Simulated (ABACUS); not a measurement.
Crystal: GaAs.

```xyz
2
Lattice="0.0000 2.8268 2.8268 2.8268 0.0000 2.8268 2.8268 2.8268 0.0000" Properties=species:S:1:pos:R:3 pbc="T T T"
As    4.2403    4.2403    4.2403
Ga    0.0000    0.0000    0.0000
```

Base run:

```yaml
Program: ABACUS 3.10.1
Functional: HCTH407
Potentials_or_basis: Ansatz NC PBE
Cutoff: 1143 eV
Density_cutoff: 4572 eV
Basis: plane waves
k_mesh: 6 × 6 × 6
Occupations: fermi-dirac, width 0.05 eV
Spin: no spin polarisation
```

Its results: band gap on the k mesh 0.79 eV, direct; pressure 5.8 GPa.

Q: The run is repeated on the same cell with these changes: functional from HCTH407 to BLYP; potentials or basis from Ansatz NC PBE to SG15 ONCV 1.2 PBE; valence electrons from 28 to 18. What comes out?

A: Band gap on the k mesh 0.48 eV, direct; pressure 6.0 GPa.

Caveats: the potentials were made for another functional, which shifts forces and pressure.

A k mesh can miss the band edges.
